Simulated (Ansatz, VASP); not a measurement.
## CaSe: VASP beside Ansatz

File INCAR:

```
SYSTEM = CaSe
  ALGO = Normal
  EDIFF = 1E-6
  ENCUT = 520
  GGA = PE
  ISIF = 2
  ISMEAR = 0
  LASPH = .TRUE.
  LCHARG = .TRUE.
  LELF = .TRUE.
  LREAL = .FALSE.
  LVHAR = .TRUE.
  LWAVE = .FALSE.
  NBANDS = 15
  NELM = 80
  PREC = Accurate
  SIGMA = 0.05
```

The input KPOINTS:

```
k-points
0
G
  8 8 8
  0 0 0
```

File POSCAR:

```
CaSe
1.0
    0.0000000000      2.9560000000      2.9560000000
    2.9560000000      0.0000000000      2.9560000000
    2.9560000000      2.9560000000      0.0000000000
Ca Se
1 1
Direct
    0.0422868742      0.0422868742     -0.0422868742
    0.5000000000      0.5000000000      0.5000000000
```

Input for Ansatz:

```yaml
crystal:
  lattice:
    - [0.0, 2.956, 2.956]
    - [2.956, 0.0, 2.956]
    - [2.956, 2.956, 0.0]
  atoms:
    - { symbol: Ca, position: [0.0422868742, 0.0422868742, -0.0422868742] }
    - { symbol: Se, position: [0.5, 0.5, 0.5] }
basis:
  ecutwfc: 420
kpoints:
  mp_grid: { grid: [8, 8, 8] }
hamiltonian:
  xc: pbe
scf:
  occupations: { method: gaussian, width: 0.05 }
output:
  forces: true
  stress: true
  eigenvalues: true
```

Change from the starting cell: all Ca atoms moved -0.250 Å, as atom 1 towards its neighbour atom 2 (Se) at 2.956 Å.

Alike in both runs: task single point; functional PBE; k mesh 8 × 8 × 8; occupations gaussian, width 0.05 eV; no spin polarisation.

|  | VASP | Ansatz |
| --- | --- | --- |
| version | VASP 6.6.1 | Ansatz 0.2.0 |
| potentials or method | VASP PAW PBE potentials, release 64 (Ca_sv, Se) | scalar-relativistic, plane waves, PAW |
| plane-wave cutoff (eV) | 520 | 420 |
| valence electrons in the cell | 16 | 26 |

```tsv
	VASP	Ansatz	Ansatz less VASP
gap on the k mesh at the Fermi level (eV)	2.14	2.15	+0.009
least direct gap on the mesh (eV)	2.98	2.98	+0.009
pressure (GPa)	2.5	2.3	-0.19
largest component of the traceless stress (GPa)	2.91	2.87	-0.036
rms of the force components (eV/Å)	0.552	0.544	-0.0081
```

Atom by atom the forces differ by 0.008 eV/Å (rms over components). With one functional, cell and mesh, what is left measures potentials, basis and numerics. The two sets of potentials don't hold the same shells in valence.

A k mesh can miss the band edges.
